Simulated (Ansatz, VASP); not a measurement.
## Two plane-wave programs on C3N

```
C N
1.0
     3.37775    0.00000    0.00000
     0.00000    3.37775    0.00000
     0.00000    0.00000    2.38807
C N
3 1
Direct
  0.00000 0.50000 0.50000
  0.50000 0.00000 0.50000
  0.50000 0.50000 0.00000
  0.00000 0.00000 0.00000
```

Change from the starting cell: species swapped into the Cu3Pd type (P4/mmm, No. 123).

Alike in both runs: functional PBE; k mesh 14 × 14 × 20; occupations gaussian, width 0.1 eV; no spin polarisation.

Ansatz relaxed the structure, and its values are those at the end. VASP's run is a single point on that final structure, the one shown.

|  | VASP | Ansatz |
| --- | --- | --- |
| version | VASP 6.6.1 | Ansatz 0.2.0 |
| potentials or method | VASP PAW PBE potentials, release 64 (C, N) | scalar-relativistic, plane waves, PAW |
| plane-wave cutoff (eV) | 520 | 420 |
| valence electrons in the cell | 17 | 17 |

```tsv
	VASP	Ansatz	Ansatz less VASP
gap on the k mesh at the Fermi level (eV)	none	none	-
pressure (GPa)	0.0	0.0	-0.02
```

A gap of «none» marks a metal or a gap that the smearing closes. The functional is the same, so the differences come from potentials, cutoffs and numerics.
